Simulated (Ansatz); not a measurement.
# WC(101) (P-6m2 bulk, slab 10 Å thick): what a tunnelling microscope would see, part 2 of 2

The task: relax WC(101) (P-6m2 bulk, slab 10 Å thick) and compute the vacuum tail of its states by energy, as an STM tip samples it.

Ansatz 0.2.0; DFT PBE, scalar-relativistic, plane waves, PAW. The steps go on from the part before.

## (3) Densities by energy window

The windows are in eV from the zero of bias; a denser mesh resolves them.

File input.yaml:

```yaml
crystal:
  lattice:
    - [2.90050144, 0.0, 0.0]
    - [-1.45025072, 3.78324232, 0.0]
    - [0.0, 0.0, 29.7047185805]
  atoms:
    - { symbol: W, position: [0.720419045, 0.44083809, 0.336646852] }
    - { symbol: C, position: [0.007155555, 0.01431111, 0.3471857597] }
    - { symbol: W, position: [0.440838095, 0.88167619, 0.3998803259] }
    - { symbol: C, position: [0.7275746, 0.4551492, 0.4104192429] }
    - { symbol: W, position: [0.16125714, 0.32251428, 0.4631138092] }
    - { symbol: C, position: [0.44799365, 0.8959873, 0.4736527169] }
    - { symbol: W, position: [0.8812920459, 0.7624588151, 0.5270171778] }
    - { symbol: C, position: [0.1692666673, 0.3383319882, 0.5377565782] }
    - { symbol: W, position: [0.6026196037, 0.2054045195, 0.5913789648] }
    - { symbol: C, position: [0.8866891662, 0.7735159223, 0.6012502266] }
    - { symbol: W, position: [0.3180628176, 0.6363710877, 0.65417262] }
    - { symbol: C, position: [0.6220922912, 0.2454427258, 0.6636556807] }
basis:
  ecutwfc: 420
  fft_grid_basis: typed
kpoints:
  mp_grid: { grid: [18, 13, 1] }
hamiltonian:
  xc: pbe
scf:
  occupations: { method: gaussian, width: 0.1 }
output:
  forces: true
  eigenvalues: true
  band_densities:
    - { e_range: [-2.0, -1.0] }
    - { e_range: [-1.0, -0.5] }
    - { e_range: [-0.5, -0.25] }
    - { e_range: [-0.25, 0.0] }
    - { e_range: [0.0, 0.25] }
    - { e_range: [0.25, 0.5] }
    - { e_range: [0.5, 1.0] }
    - { e_range: [1.0, 1.5] }
  band_residual_tolerance: 1.0e-05
  write_potential: true
  elf: true
  write_density: true
  volumetric_format: npy
efield:
  axis: 3
  dipole_correction: true
  ramp_width: 0.04
checkpoint:
  read: start.run
  write: ck
  compress: false
  write_wavefunctions: false
  write_every: 100000
```

Run with:

```bash
> ansatz run input.yaml --threads 1 --pin off --max-ram 2211MiB --backend cpu --events-out ev --progress --plain --runs-dir out
```

The log of the run:

```text
Warning: RAYON_NUM_THREADS=1 ignored (pool sized by the plan → 1); use --threads N
Engine: ansatz 0.2.0, aarch64-unknown-linux-gnu
Pseudopotentials: kind: paw
Pseudopotential: W, paw, valence charge 14, recommended cutoff 420 eV (normal), W.paw.azcp
Pseudopotential: C, paw, valence charge 4, recommended cutoff 420 eV (normal), C.paw.azcp
Functional definition: PBE
  parameter kappa = 0.804
  parameter beta = 0.06672455060314922
  exchange = pbe_x(kappa = kappa, mu = beta*pi^2/3)
  correlation = pbe_c(beta = beta)
Crystal: 12 atoms, lattice volume = 325.959 Å³
Basis set: ecut = 420 eV, 6387 PW (Γ), exchange–correlation on 40×60×400 points (8 copies of the dense FFT grid, shifted against one another)
Bands: 66, of which v1, the nominal top of the filled ones, is band 54 counted from 1 (53 counted from 0)
Symmetry: 1 space group operations
Space group: P1 (ITA 1), of the structure as read, at distance tolerance 6.9e-5 Å
k-points: 118 of 234 (time reversal used)
Non-local potential: W, projectors of the file, l = 0: 3, l = 1: 2, l = 2: 2, l = 3: 1
Non-local potential: C, projectors of the file, l = 0: 2, l = 1: 2, l = 2: 1
PAW form: soft (Blöchl's): semilocal exchange-correlation on the pseudo side does not see the compensation charge
PAW one-centre angular grid: W, 590 points (default); XC on 64 Gauss nodes
PAW one-centre angular grid: C, 110 points (default); XC on 64 Gauss nodes
Initial density: read from a saved state, or passed on in memory by an earlier SCF of this step, an earlier step, the calling program or the single point that the run made first
Stability of the state it starts from, as read at its close in the unpolarized treatment: not read negative (Ritz values of 1 − χ₀K, real part plus size of imaginary part, from 1.2 to 2.2, by its mixing steps under no symmetry)
Initial wavefunctions: pseudopotential atomic-orbital guess
Functional: x = pbe(κ = 0.804, μ = 0.2195149727645171), c = pbe(β = 0.06672455060314922)
iter 1 solved again at ethr=7.54e-5 eV; its pass at ethr=3.10e-3 eV (dr2=8.14e-2 eV) is discarded
SCF iter   1: F=—  HF=-63811.068760 eV  |F-HF|=—  |Δ(HF+E_count)|=         —  Δρ=7.42e-4  dr2=7.93e-2  ethr=7.54e-5  p=-0.013 e·Å  D=-7.24e-3 V/Å  ΔV_dip=0.22 eV  dr2_dipole=4.37e-2  V_vac-E_F(+/−)=4.41/4.20 eV  ⟨swp⟩=2.2  Hψ=48884  notcnv=0
efield: sawtooth ramp at fractional position 0.9800 (handed on by an earlier solve), width 0.0400; the density the first Hamiltonian is built on has a dipole p = -0.013 e·Å; the dipole correction subtracts the counter field D = -7.24e-3 V/Å, which shifts the + side's vacuum level by +0.22 eV against the − side's; the planar-averaged density in the ramp window peaks in size at 2.4e-7 e/Å³
preconditioner: auto → LDOS  [metal: Δε(μ)=0.004 eV  Ē_g=7.606 eV  σ=0.100 eV  W_gap=0.02  n_scr=50 (ndim 8)  ℏωp=15.9 eV  f_vac=0.556  D(μ)=3.52/eV (n_scr^D=12)  β→1.0]
SCF iter   2: F=—  HF=-63811.067732 eV  |F-HF|=—  |Δ(HF+E_count)|=   1.03e-3  Δρ=1.88e-4  dr2=1.49e-3  ethr=7.34e-5  p=-0.016 e·Å  D=-9.12e-3 V/Å  ΔV_dip=0.27 eV  dr2_dipole=4.59e-4  V_vac-E_F(+/−)=4.43/4.16 eV  ⟨swp⟩=1.0  Hψ=7791  notcnv=0
SCF iter   3: F=—  HF=-63811.067655 eV  |F-HF|=—  |Δ(HF+E_count)|=   7.69e-5  Δρ=9.82e-5  dr2=2.31e-4  ethr=1.38e-6  p=-0.016 e·Å  D=-9.10e-3 V/Å  ΔV_dip=0.27 eV  dr2_dipole=3.10e-6  V_vac-E_F(+/−)=4.43/4.16 eV  ⟨swp⟩=2.2  Hψ=12192  notcnv=0
SCF iter   4: F=—  HF=-63811.067641 eV  |F-HF|=—  |Δ(HF+E_count)|=   1.45e-5  Δρ=2.91e-5  dr2=1.04e-5  ethr=2.14e-7  p=-0.016 e·Å  D=-9.07e-3 V/Å  ΔV_dip=0.27 eV  dr2_dipole=7.61e-7  V_vac-E_F(+/−)=4.43/4.16 eV  ⟨swp⟩=2.0  Hψ=9909  notcnv=0
SCF iter   5: F=—  HF=-63811.067436 eV  |F-HF|=—  |Δ(HF+E_count)|=   2.05e-4  Δρ=1.10e-5  dr2=9.20e-7  ethr=9.59e-9  p=-0.016 e·Å  D=-9.08e-3 V/Å  ΔV_dip=0.27 eV  dr2_dipole=2.07e-7  V_vac-E_F(+/−)=4.43/4.16 eV  ⟨swp⟩=2.8  Hψ=14646  notcnv=0
SCF iter   6: F=—  HF=-63811.067436 eV  |F-HF|=—  |Δ(HF+E_count)|=   1.63e-7  Δρ=4.73e-6  dr2=1.46e-7  ethr=9.26e-11  p=-0.016 e·Å  D=-9.09e-3 V/Å  ΔV_dip=0.27 eV  dr2_dipole=2.33e-8  V_vac-E_F(+/−)=4.43/4.16 eV  ⟨swp⟩=28.6  Hψ=85843  notcnv=0
SCF iter   7: F=-63811.067436 eV  HF=-63811.067436 eV  |F-HF|=2.24e-8  |Δ(HF+E_count)|=   8.81e-8  Δρ=2.25e-6  dr2=2.93e-8  ethr=9.26e-11  p=-0.016 e·Å  D=-9.09e-3 V/Å  ΔV_dip=0.27 eV  dr2_dipole=1.57e-11  V_vac-E_F(+/−)=4.43/4.16 eV  ⟨swp⟩=19.3  Hψ=70697  notcnv=0
SCF 1 converged in 7 iterations: F = -63811.067436 eV  dr2 = 2.93e-8
WARN: The output density's exchange-correlation potential varies sharply where the density is thin. Do not read a vacuum level from v_tot or v_xc, or from such a field of the output density. On a cell that repeats whose density bears no net charge and no dipole along the vacuum's axis use v_es (v_loc + v_h of the components); under efield.dipole_correction with no amplitude use v_es + v_field, which holds any external_charges[].barrier, or the levels of the report's work_function block, which leave it out; under a non-zero efield.amplitude the vacuum is tilted and has no level; on a cell that repeats and bears such a dipole with no correction it is tilted too, and efield.dipole_correction with no amplitude gives each side of its ramp a level where efield: is served; in a cell that repeats whose density bears a net charge (total_charge, or a fill off its count) it is curved and has none; of a slab under crystal.periodic whose density bears no net charge use v_es, which has a level on each side, short of where the two are joined; of another it falls or rises all the way out and has none; of a slab beside external_charges read slab_vacuum_level instead, which it has where they leave it neutral. The grid or the basis barely resolves most such structure, and the values can differ between equally converged runs; as a rule a tighter scf.convergence.dr2_threshold does not remove it. Where the density itself ripples (under the LDA too) a higher basis.ecutwfc lessens it. The files hold the spikes' plane waves up to the density's cutoff. Files: v_tot_of_output_density and the like, and their columns of v_z.tsv (output.write_potential); v_xc_of_output_density and the like, and their columns of v_comp_z.tsv (output.write_potential_components). Measured: with its Gaussian average of σ = 0.25 Å subtracted twice, the exchange-correlation potential is over 0.1 eV at 5 of the grid points where the equally averaged density (valence and model cores) is under 1e-3 e/Å³, and 0.126 eV at the most among them, at an averaged density of 2.1e-8 e/Å³. The input density's (outcome.potential() and, of a run that writes arrays, v_tot and v_xc) is over 0.1 eV, so measured, at 7 points of its own thin density, 0.120 eV at the most. See output.write_potential in the manual, Limitations
SCF converged after 7 iterations
Free energy (F): -63811.067436 eV
Harris-Foulkes:  -63811.067436 eV  (|F-HF|=2.24e-8)
Internal energy: -63811.051302 eV  (E = F + TS)
E sigma→0 (E₀):  -63811.059369 eV
Entropy (-TS):   -0.016134 eV (-1.345 meV/atom)
Fermi energy:    5.323208 eV
Dipole field:    D = -0.009085 V/Å  (p = -0.016366 e·Å, saw-weighted, corrected)
Work function:   Φ+ = 4.4286 eV   Φ− = 4.1587 eV
Levels:          The Fermi level and band energies are counted from a zero that moves with the ramp; work functions are not
--- Per-component energies (eV) ---
  E_band       = -2002.429297
  E_kinetic    = 3234.562610
  E_local      = -187619.331455  (includes V_loc(G=0)·N_el)
  E_nonlocal   = 157.191098
  E_hartree    = 92401.259452
  E_xc         = -1890.944848
  E_vxc        = -1791.392681  (∫ρ·V_xc dr)
  E_paw        = -51966.689771  (= ΣΔE_a)
  E_vpaw       = -785.876572  (= ΣTr[D̂ρ^β])
  E_aug_tail   = -0.000329  (compensation charges beyond the density's cutoff)
  E_efield     = 0.000074  (sawtooth field / dipole correction)
  E_vefield    = -0.068235  (∫n·V_field dr)
  E_ewald      = 81872.901868
  E_smearing   = -0.016134  (= −TS)
  E_closure    = -0.000000  (closes the sum)
  Σ components = -63811.067436   (vs F -63811.067436, Δ=0.00e0)
--- Forces (eV/Å), atoms counted from 1 ---
  atom   1  W     -0.00109298    -0.19764728     1.36136722
  atom   2  C      0.00046533     0.04589677    -0.46263899
  atom   3  W      0.00036761     0.30126133    -0.47886541
  atom   4  C     -0.00041013    -0.08901993    -0.83954058
  atom   5  W      0.00062444    -0.00406776     0.30081445
  atom   6  C      0.00059743    -0.04131434     0.12785018
  atom   7  W     -0.00100787    -0.02749489    -0.00717544
  atom   8  C     -0.00259645     0.01070791    -0.00287359
  atom   9  W      0.00248304     0.00854643     0.01792165
  atom  10  C     -0.00319603    -0.02036280    -0.00596628
  atom  11  W     -0.00818066     0.05375583     0.00483851
  atom  12  C      0.01194533    -0.04028090    -0.01575612
  max |Σ_I F_I| component: 2.44e-5 eV/Å
--- Band table (eV; the first three rows and the last of 118) ---
  k-point 0: bands = ["-68.9046", "-68.8291", "-68.7595", "-68.7411", "-68.6753", "-68.6486", "-33.4572", "-33.3908", "-33.3389", "-33.2739", "-33.2496", "-33.1385", "-33.0963", "-32.9557", "-32.9281", "-32.8796", "-32.8302", "-32.8005", "-32.7902", "-32.7587", "-32.7214", "-32.7127", "-32.6800", "-32.6408", "-9.0277", "-8.2601", "-7.1190", "-6.2146", "-5.9448", "-5.6186", "-1.3838", "-1.1659", "-0.5664", "0.2855", "0.7951", "1.0681", "1.0743", "1.1484", "1.2284", "1.5047", "1.6316", "1.7217", "1.9455", "1.9938", "2.0539", "2.3526", "2.6375", "3.0993", "3.2442", "3.5854", "4.0913", "4.3891", "5.1167", "5.8994", "6.1584", "6.4323", "6.7862", "6.9270", "6.9835", "7.1779", "8.0834", "8.2424", "8.4460", "8.6502", "9.0229", "9.2256"]
  k-point 1: bands = ["-68.9045", "-68.8284", "-68.7599", "-68.7405", "-68.6756", "-68.6493", "-33.4605", "-33.3972", "-33.3448", "-33.3012", "-33.2130", "-33.1811", "-33.0644", "-32.9803", "-32.9016", "-32.8830", "-32.8345", "-32.7987", "-32.7838", "-32.7628", "-32.7231", "-32.7090", "-32.6775", "-32.6368", "-8.9546", "-8.1939", "-7.0626", "-6.1740", "-5.9129", "-5.5739", "-1.4709", "-1.2137", "-0.6937", "0.0632", "0.6688", "1.1098", "1.1236", "1.2189", "1.3646", "1.5143", "1.6855", "1.7760", "1.9699", "2.0249", "2.0970", "2.3965", "2.7010", "3.0534", "3.3019", "3.6409", "4.0965", "4.4435", "5.0266", "5.7795", "6.0864", "6.2562", "6.7457", "6.8652", "7.0271", "7.1774", "8.0573", "8.2147", "8.2167", "8.8726", "9.0743", "9.1916"]
  k-point 2: bands = ["-68.9040", "-68.8264", "-68.7610", "-68.7386", "-68.6766", "-68.6513", "-33.4709", "-33.4108", "-33.3791", "-33.3006", "-33.2467", "-33.1599", "-33.0762", "-32.9550", "-32.9079", "-32.8916", "-32.8132", "-32.7956", "-32.7789", "-32.7721", "-32.7270", "-32.6982", "-32.6718", "-32.6270", "-8.7397", "-7.9999", "-6.8992", "-6.0674", "-5.8281", "-5.4500", "-1.6451", "-1.3909", "-0.9890", "-0.3556", "0.3898", "1.1408", "1.2572", "1.2865", "1.4398", "1.6004", "1.8436", "1.9391", "2.0686", "2.1671", "2.2210", "2.5274", "2.8808", "2.9852", "3.4695", "3.6889", "4.0538", "4.5560", "4.8470", "5.4638", "5.8606", "5.9464", "6.4930", "6.8031", "6.8553", "7.3053", "7.9376", "8.1570", "8.1577", "8.9764", "9.0878", "9.1952"]
  k-point 117: bands = ["-68.8742", "-68.7859", "-68.7382", "-68.6983", "-68.6530", "-68.6298", "-33.5231", "-33.4562", "-33.4497", "-33.3814", "-33.3366", "-33.3225", "-33.2715", "-33.2535", "-33.1722", "-33.1153", "-33.0400", "-32.9846", "-32.9139", "-32.8845", "-32.8769", "-32.8142", "-32.7657", "-32.7104", "-6.0884", "-5.9716", "-5.8505", "-5.8301", "-5.2633", "-4.7702", "-1.7557", "-1.3588", "-1.2942", "-0.9833", "-0.6822", "-0.0924", "0.0254", "0.5197", "0.6873", "1.0399", "1.2161", "1.3487", "1.5784", "1.8597", "1.9763", "2.1831", "3.1999", "3.3453", "3.7004", "3.8370", "4.2122", "4.4220", "4.8756", "5.7418", "6.4049", "6.9848", "7.2217", "7.4080", "7.9836", "8.5270", "8.9906", "9.3381", "9.5631", "9.6870", "9.8010", "9.9576"]
--- Band densities, each state counted as filled ---
  window                                       electrons  max residual (eV)  cut levels
  e_range: [-2, -1]                             7.752137             3.4e-9           0
  e_range: [-1, -0.5]                           2.888889             3.5e-9           0
  e_range: [-0.5, -0.25]                        0.948718             3.5e-9           0
  e_range: [-0.25, 0]                           0.794872             5.0e-9           0
  e_range: [0, 0.25]                            1.008547             3.6e-6           0
  e_range: [0.25, 0.5]                          0.760684             3.5e-6           0
  e_range: [0.5, 1]                             2.358974             3.5e-6           0
  e_range: [1, 1.5]                             2.504274             3.4e-6           0
```

It took 8.2 min on 1 thread of Arm Neoverse V2, shared host; peak memory 1.6 GiB.

This gives work function 4.43 eV (top face), 4.16 eV (bottom face); dipole along +c -0.016 e·Å per cell.

band_densities.tsv:

```
# window	n_electrons	max_residual_ev	n_cut_levels
# fermi_ev = 5.323208
# range_zeros_ev = 5.323208
# range_zeros_ev: from where a range's energies are measured, in spin up and in spin down where the run solves two channels
e_range_-2_-1	7.752137	3.448e-9	0
e_range_-1_-0.5	2.888889	3.453e-9	0
e_range_-0.5_-0.25	0.948718	3.496e-9	0
e_range_-0.25_0	0.794872	5.048e-9	0
e_range_0_0.25	1.008547	3.649e-6	0
e_range_0.25_0.5	0.760684	3.508e-6	0
e_range_0.5_1	2.358974	3.513e-6	0
e_range_1_1.5	2.504274	3.369e-6	0
```

## (4) Simulated images

The STM signal is simulated in the Tersoff–Hamann approximation, with heights counted from the topmost nucleus.

Images at several biases, each described by its contrast.

```json
{"bias": "−2.00 V", "height (Å)": "3.5", "bright/dark": "1.5", "brightest over": "hollow sites"}
{"bias": "−1.00 V", "height (Å)": "3.5", "bright/dark": "1.7", "brightest over": "C atoms about 1.9 Å below slab's top atoms"}
{"bias": "−0.50 V", "height (Å)": "3.5", "bright/dark": "2.8", "brightest over": "C atoms about 1.9 Å below slab's top atoms"}
{"bias": "−0.25 V", "height (Å)": "3.5", "bright/dark": "2.5", "brightest over": "top W atoms"}
{"bias": "+0.25 V", "height (Å)": "3.5", "bright/dark": "3.5", "brightest over": "top W atoms"}
{"bias": "+0.50 V", "height (Å)": "3.5", "bright/dark": "3.5", "brightest over": "top W atoms"}
{"bias": "+1.00 V", "height (Å)": "3.5", "bright/dark": "3", "brightest over": "top W atoms"}
{"bias": "+1.50 V", "height (Å)": "3.5", "bright/dark": "2.6", "brightest over": "top W atoms"}
```

The slab has states at the Fermi level, though not all of them need reach the top face. Its work function (top face) is 4.43 eV.

Constant-current image at a set point of 6.1 × 10⁻⁵ e/Å³, bias −0.25 V (filled states), over one surface cell. Columns run along a, rows up along b; exposed atoms at C (0.62, 0.25), W (0.32, 0.64), C (0.89, 0.77).

Ten even steps from ' ' (0.00 pm) to '@' (90.60 pm):
```
##########%%%%%%%%%%%%######
%%%%%%%%%%%%%%%%%%%%%%%%%%%%
@@@@@@@@@@@@@@@@@@@@@@@@@@@@
@@@@@@@@@@@@@@@@@@@@@@@@@@@@
@@@@@@@@@@@@@@@@@@@@@@@@@@@@
@@@@@@@@@@@@@@@@@@@@@@@@@@@@
@@@@@@@@@@@@@@@@@@@@@@@@@@@@
%%%%%%%%%%%%%%%%%%%%%%%%%%%%
%%%%%%%%%%%%%%%%%%%%%%####%%
############################
++++++**************++++++++
============================
::::::::--------------------
        ..::::------::::....
..    ..::::------------::..
--::::----==============----
======++++++++******++++++++
**********############******
```

The brightest spots lie over the top W atoms; the darkest points are over hollow sites. The corrugation is 91 pm at a mean tip height of 2.4 Å.

Constant-current image at a set point of 1.8 × 10⁻⁵ e/Å³, bias +0.25 V (empty states), over one surface cell. Columns run along a, rows up along b; exposed atoms at C (0.62, 0.25), W (0.32, 0.64), C (0.89, 0.77).

Ten even steps from ' ' (0.00 pm) to '@' (47.99 pm):
```
++++++++++++++++++++++++++++
****####################****
%%%%%%%%%%%%%%%%%%%%%%%%%%%%
%%%%@@@@@@@@@@@@@@@@%%%%%%%%
@@@@@@@@@@@@@@@@@@@@@@@@@@@@
@@@@@@@@@@@@@@@@@@@@@@@@@@@@
@@@@@@@@@@@@@@@@@@@@@@@@@@@@
@@@@@@@@@@@@@@@@@@@@@@@@@@@@
%%%%%%%%%%%%%%%%%%%%%%%%%%%%
############################
****************************
============================
::::::::::::------------::::
                            
                            
        ................    
::::::::::::::::::::::::::::
============================
```

The brightest spots lie over the top W atoms; the darkest points are over hollow sites. The corrugation is 48 pm at a mean tip height of 4.0 Å.

## (5) Decay, spin and depth

Decay of the current with height.

Near 4 Å the plane average falls as exp(−2.32 z/Å), a factor of 10 per ångström, which gives an apparent barrier of 5.1 eV (0.952 eV Å² times the slope squared). The vacuum level lies 4.43 eV above zero bias.

Shares of each window's states by atomic plane (%), top plane first:

```csv
window (eV),states,1 WC,2 WC,3 WC,4 WC,5 WC,6 WC
-2 to -1,7.75,19,14,16,17,15,19
-1 to -0.5,2.89,26,14,15,14,13,19
-0.5 to -0.25,0.95,14,7,8,10,15,45
-0.25 to +0,0.79,14,6,5,7,13,55
+0 to +0.25,1.01,36,13,7,7,10,27
+0.25 to +0.5,0.76,36,12,8,8,10,26
+0.5 to +1,2.36,32,13,8,9,9,29
+1 to +1.5,2.50,20,12,8,9,10,41
```

## (6) Outcome

The summary covers parts 1 to 2.

| quantity | value |
| --- | --- |
| work function, top face | 4.43 eV |
| gap of the slab on its mesh | none (metal) |
| corrugation at −0.25 V, tip 2.4 Å up | 91 pm |
| corrugation at +0.25 V, tip 4.0 Å up | 48 pm |

At −0.25 V the brightest spots lie over the top W atoms; the darkest points are over hollow sites. At +0.25 V the brightest spots lie over the top W atoms; the darkest points are over hollow sites. The model has an s-wave tip and no tip-sample forces.
